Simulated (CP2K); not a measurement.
GaAs under changes of volume

One of the cells (22.590 Å³/atom); the others are scaled copies at fixed shape and fractional positions:

```xyz
2
Lattice="3.9978 0.0000 0.0000 1.9989 3.4622 0.0000 1.9989 1.1541 3.2642" Properties=species:S:1:pos:R:3 pbc="T T T"
As    5.9967    3.4622    2.4481
Ga    0.0000    0.0000    0.0000
```

- Program: CP2K 2026.2
- Functional: PBE
- Potentials or basis: POTENTIAL_UZH As GTH-PBE-q5, Ga GTH-PBE-q13; TZVP-MOLOPT-PBE-GTH basis
- Density cutoff: 6123 eV
- k mesh: 8 × 8 × 8
- Occupations: fermi-dirac, width 0.05 eV
- Spin: no spin polarisation

```tsv
volume (Å³/atom)	energy over the lowest point (meV/atom)	pressure (GPa)	gap on the mesh (eV)
21.234	69.60	9.5	0.95
21.686	45.84	7.4	0.79
22.138	27.53	5.6	0.63
22.590	14.12	4.0	0.48
23.041	?	?	?
23.493	0.00	1.2	0.19
```

Question: What does the run at 23.041 Å³/atom give?

Answer: Energy over the lowest point 5.10 meV/atom; pressure 2.5 GPa; gap on the mesh 0.33 eV.

Worked out: A Birch-Murnaghan fit of order 3 (a polynomial in V^(-2/3)) to the other rows has its minimum at 23.93 Å³/atom, just outside them, with B0 = V·E''(V) = 60 GPa and B' = 4.7. It gives 5.10 meV/atom at 23.041 Å³/atom, against the run's 5.10, and -dE/dV = 2.5 GPa, against 2.5. A straight line through the other rows of the gap, of slope -7.52 eV per unit of ln V (its deformation potential), gives 0.33 eV, against the run's 0.33.

Energies are extrapolated to zero smearing.

Caveats: the basis of atomic orbitals isn't converged, which shifts pressures, moduli and gaps; the real-space grid breaks the cell's symmetry a little (some runs).

A mesh can miss the band edges. Spin-orbit coupling on As, Ga is left out.
